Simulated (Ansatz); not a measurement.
LiCl

Level of theory: DFT, PBEsol, scalar-relativistic, no spin polarisation; plane waves to 420 eV with PAW datasets (Ansatz 0.2.0), Γ-centred 10×10×10 mesh, 0.05 eV Gaussian smearing. The datasets are Ansatz's generated set soft_2.

```
Li Cl
1.0
     0.00000    2.53215    2.53215
     2.53215    0.00000    2.53215
     2.53215    2.53215    0.00000
Li Cl
1 1
Direct
  0.00000 0.00000 0.00000
  0.50000 0.50000 0.50000
```

The chain of runs began from a cell as deposited in COD, expanded in volume. Of that entry: the entry's cell lengths or inner coordinates differ somewhat from later room-temperature determinations.

The cell is relaxed to zero pressure at this level.

Elastic constants come from the stress of slightly strained cells with relaxed atoms, in GPa, Voigt order xx, yy, zz, yz, xz, xy in the Cartesian frame of the vectors above.

**Question.** Give the elastic tensor.

**Answer.** 
```
63 21 21  0  0  0
21 63 21  0  0  0
21 21 63  0  0  0
 0  0  0 25  0  0
 0  0  0  0 25  0
 0  0  0  0  0 25
```

**Question.** Is the crystal mechanically stable, and what are its polycrystalline moduli?

**Answer.** Stable against homogeneous strain: the smallest eigenvalue of the tensor is 25 GPa. Hill averages: K = 35 GPa, G = 24 GPa, E = 58 GPa, ν = 0.22.

For a cubic crystal three numbers say it all: C11 = 63.2, C12 = 21.0, C44 = 25.5 GPa. K = (C11 + 2C12)/3 = 35.1 GPa. The two shear moduli are C44 and C′ = (C11 − C12)/2 = 21.1 GPa, so Zener's ratio C44/C′ is 1.21: the crystal is stiffest along ⟨111⟩ and softest along ⟨100⟩. The Cauchy pressure C12 − C44 is -4.5 GPa; pair forces would make it zero if every atom sat on a centre of inversion, as here.

The equation of state, an independent route, gives B0 = 35 GPa, against 35 GPa here.

